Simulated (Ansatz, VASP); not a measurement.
## One calculation of BN, two programs

```
B N
1.0
     2.46951    0.00000    0.00000
    -1.23475    2.13866    0.00000
     0.00000    0.00000    6.91118
B N
2 2
Direct
  0.00000 0.00000 0.50000
  0.33333 0.66667 0.00000
  0.00000 0.00000 0.00000
  0.66667 0.33333 0.50000
```

Alike in both runs: task single point; functional PBEsol; k mesh 12 × 12 × 4; occupations gaussian, width 0.05 eV; no spin polarisation.

|  | VASP | Ansatz |
| --- | --- | --- |
| version | VASP 6.6.1 | Ansatz 0.2.0 |
| potentials or method | VASP PAW PBE potentials, release 64 (B, N) | scalar-relativistic, plane waves, PAW |
| plane-wave cutoff (eV) | 520 | 420 |
| valence electrons in the cell | 16 | 16 |

```csv
,VASP,Ansatz,Ansatz less VASP
gap on the k mesh at the Fermi level (eV),4.39,4.40,+0.010
least direct gap on the mesh (eV),4.58,4.59,+0.007
pressure (GPa),10.6,10.3,-0.30
largest component of the traceless stress (GPa),10.64,10.18,-0.462
```

Caveats: the PAW data sets were made with another functional, which shifts forces and pressure a little (VASP); this functional lacks dispersion, which binds the layers, so the pressure and a relaxed spacing across them are unreliable. A k mesh can miss the band edges.
